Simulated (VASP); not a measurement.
A run of VASP 6.6.1 is set up as follows.

File INCAR:

```
PREC     = Accurate       # precision mode
ENCUT    = 600            # plane-wave cutoff, eV
EDIFF    = 1E-6           # SCF threshold, eV
ISMEAR   = 0              # smearing method
SIGMA    = 0.05           # smearing width, eV
LREAL    = F              # projectors in reciprocal space
LASPH    = T              # aspherical terms in the spheres
NELM     = 80             # most SCF steps
ALGO     = Normal         # electronic algorithm
ISIF     = 3              # what is computed and relaxed
LWAVE    = F              # write WAVECAR
LCHARG   = F              # write CHGCAR
METAGGA  = TPSS           # meta-GGA
LMIXTAU  = T            
IBRION   = 2              # ionic algorithm
NSW      = 40             # ionic steps
EDIFFG   = -0.01          # ionic threshold
```

KPOINTS

```
regular mesh
0
Gamma
  16 9 7
```

POSCAR

```
B
1.0
    1.6245600000      0.0000000000      0.0000000000
    0.0000000000      2.8661500000      0.0000000000
    0.0000000000      0.0000000000      3.9144000000
B
2
Direct
    0.0000000000      0.5000000000      0.6092600000
    0.5000000000      0.0000000000      0.3907400000
```

Potentials or basis: VASP PAW PBE potentials, release 64 (B).

Launch:

```sh
$ cat potpaw_PBE.64/B/POTCAR > POTCAR
$ mpirun -np 1 vasp_std > vasp.out
```

**Question.** What does it give for the band gap on the k mesh?

**Answer.** None (metal or under the smearing width).

**Question.** Estimate the relaxed cell.

**Answer.** a = 1.616 Å, b = 2.863 Å, c = 3.851 Å, α = 90.00°, β = 90.00°, γ = 90.00°.

The path:
| step | energy change (eV) | largest force (eV/Å) | pressure (GPa) | volume (Å³) |
| --- | --- | --- | --- | --- |
| 1 | 0.0000 | 0.1390 | -0.76 | 18.23 |
| 2 | -0.0025 | 0.2281 | 0.81 | 18.11 |
| 3 | -0.0027 | 0.2355 | 1.19 | 18.09 |
| 4 | -0.0036 | 0.2112 | 1.24 | 18.07 |
| 5 | -0.0046 | 0.1364 | 1.34 | 18.05 |
| 6 | -0.0039 | 0.0157 | 1.56 | 18.00 |
| 7 | -0.0048 | 0.0908 | 1.39 | 18.03 |
| 8 | -0.0065 | 0.0523 | 0.57 | 18.06 |
| 9 | -0.0075 | 0.0147 | -0.83 | 18.10 |
| 10 | -0.0075 | 0.0088 | -0.69 | 18.10 |
| 11 | -0.0076 | 0.0060 | -0.63 | 18.08 |
| 12 | -0.0078 | 0.0033 | -0.21 | 18.02 |
| 13 | -0.0078 | 0.0060 | -0.13 | 18.00 |
| 14 | -0.0078 | 0.0084 | 0.02 | 17.99 |
| 15 | -0.0078 | 0.0070 | -0.02 | 18.00 |
| 16 | -0.0078 | 0.0065 | -0.06 | 18.00 |
| 17 | -0.0078 | 0.0094 | -0.05 | 17.99 |
| 18 | -0.0079 | 0.0174 | 0.03 | 17.95 |
| 19 | -0.0080 | 0.0346 | 0.17 | 17.88 |
| 20 | -0.0081 | 0.0271 | 0.00 | 17.88 |
| 21 | -0.0081 | 0.0134 | -0.29 | 17.87 |
| 22 | -0.0081 | 0.0059 | -0.26 | 17.85 |
| 23 | -0.0082 | 0.0101 | -0.18 | 17.82 |
| 24 | -0.0082 | 0.0073 | -0.19 | 17.83 |
| 25 | -0.0082 | 0.0038 | -0.09 | 17.82 |

Caveat: the PAW data sets were made with another functional, which shifts forces and pressure a little; this functional lacks dispersion, which binds the layers, so the pressure and a relaxed spacing across them are unreliable.
